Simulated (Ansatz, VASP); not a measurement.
One calculation of Ag, two programs

```
CELL_PARAMETERS angstrom
2.81625 0.00006 0.00001
-1.40807 2.43884 0.00001
0.00002 0.00004 4.65949
ATOMIC_POSITIONS crystal
Ag 0.32576 0.70217 0.26373
Ag 0.65933 0.36902 0.76372
```

Alike in both runs: functional LDA; k mesh 9 × 9 × 5; occupations fermi-dirac, width 0.05 eV; no spin polarisation.

Ansatz relaxed the structure, and its values are those at the end. VASP's run is a single point on that final structure, the one shown.

```csv
,VASP,Ansatz
version,VASP 6.6.1,Ansatz 0.2.0
potentials or method,"VASP PAW LDA potentials, release 64 (Ag)","PAW with Ansatz's default frozen-core files, scalar-relativistic"
plane-wave cutoff (eV),520,420
valence electrons in the cell,22,38
```

|  | VASP | Ansatz | Ansatz less VASP |
| --- | --- | --- | --- |
| pressure (GPa) | 0.1 | 0.0 | -0.12 |

The two sets of potentials don't hold the same shells in valence. Ansatz warned: «gradients_without_spin_orbit».
